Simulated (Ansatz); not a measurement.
The parent structure is InCuS2 in the chalcopyrite structure (space group I-42d, No. 122; a = 5.5220 Å, c = 11.1303 Å). Axes: x, y, z lie along a, b, c of the conventional cell.

All numbers come from r2SCAN, PAW, 500 eV (Ansatz, a quantum-chemistry and plane-wave program; scalar-relativistic without spin-orbit coupling).

Base values:

| Property | Result |
|---|---|
| Band gap | 0.36 eV |
| Electron mass | 0.079 mₑ along c, 0.074 mₑ across (at Γ) |

It is then changed as follows: a pure shear with ε_yz = ε_zy = -0.0324, atoms relaxed at fixed cell.

Predict the new band gap, stress, energy relative to the base and electron mass.

The band gap decreases by 0.10 eV (0.36 eV → 0.26 eV); the stress (xx, yy, zz, yz, xz, xy; compression positive) amounts to (-0.01, -0.03, -0.02, 2.58, 0.00, 0.00) GPa; the energy increases by 11 meV/atom; the electron mass changes from 0.079 mₑ along c, 0.074 mₑ across (at Γ) to 0.073 mₑ along x, 0.071 mₑ along y, 0.076 mₑ along z (at Γ).

The cells carry an imposed strain or load. Masses are band curvatures over ±0.01 Å⁻¹ around the edge. Whether these cells are dynamically stable was not tested. All final runs are without spin polarisation. A zero or small gap of InCuS2 under tensor shear ε_yz = −3.24 % can be the functional's error rather than a property of the material.
